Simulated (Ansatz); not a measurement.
## A decomposition energy, worked out: Si3C2

Method: DFT PBE, scalar-relativistic, plane waves, PAW in Ansatz. All cells share a 420 eV cutoff and Γ-centred k meshes spaced at most about 0.3 Å⁻¹ (about 0.25 or finer for metals, 2π included). No spin polarisation.

The zero of energy is the elements' standard structures at the same level; no fitted shifts are applied.

All energies are static (0 K, no zero-point motion). No dispersion correction is applied, so the spacing and binding between layers, chains or molecules are poorly described (Si3C2 P-3m1). The reference form of C is held partly by dispersion forces, which this level lacks.

A trial structure of Si3C2 (reached from: Si and C ordered on hcp sites; relaxed: space group P-3m1 (No. 164), a = 2.522 Å, c = 25.595 Å) has a formation energy of 0.392 eV/atom. It holds Si–Si nets (shortest 2.52 Å) and C–C nets (shortest 1.46 Å). At its composition the lowest mixture among the elements and 2 reference phases computed alike (others may be missing) consists of these:

```csv
phase,source,ΔE_f (eV/atom)
Si (solid),element,-0.001
SiC (P6_3mc),Materials Project,-0.204
```

The lowest database cell of Si (-0.001) lies slightly below the reference, hence the non-zero entry.

Problem. Write the balanced decomposition and find its energy per atom, per formula unit and per mole of formula units.

Solution. Balancing Si and C gives Si3C2 → Si + 2 SiC. The left side holds 5 atoms, and the products take 1/5 (Si) and 4/5 (SiC) of them. The mixture therefore lies at 1/5 × (-0.001) + 4/5 × (-0.204) = -0.163 eV/atom. The reaction energy is -0.163 − (0.392) = -0.555 eV/atom. Times 5 atoms that is -2.775 eV per Si3C2, and times 96.485 it is -268 kJ per mole of Si3C2. Decomposition is downhill, so the trial structure is unstable against this mixture.
